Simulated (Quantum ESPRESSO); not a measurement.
BeTe:

```xyz
2
Lattice="0.0000 2.7700 2.7700 2.7700 0.0000 2.7700 2.7700 2.7700 0.0000" Properties=species:S:1:pos:R:3 pbc="T T T"
Te    4.1550    4.1550    4.1550
Be    0.0000    0.0000    0.0000
```

Base run:

| Item | Value |
| --- | --- |
| Program | Quantum ESPRESSO 7.5 |
| Functional | AM05 |
| Potentials or basis | PseudoDojo 0.4.1 SR PBE standard |
| Cutoff | 1197 eV |
| Density cutoff | 4789 eV |
| k mesh | 6 × 6 × 6, shifted |
| Occupations | fermi-dirac, width 0.05 eV |
| Spin | no spin polarisation |

Its results: pressure 2.9 GPa; electronic dielectric tensor (diagonal) 7.48.

**Question.** The run is repeated on the same cell with these changes: functional from AM05 to PBE. What comes out?

**Answer.** Pressure 4.4 GPa; electronic dielectric tensor (diagonal) 7.50.

PBE binds less tightly than AM05, so the same cell stands under more pressure.

Caveats: the potentials were made for another functional, which shifts forces and pressure (some runs); the cell is more than 3 GPa from zero pressure, which shifts response properties (some runs).
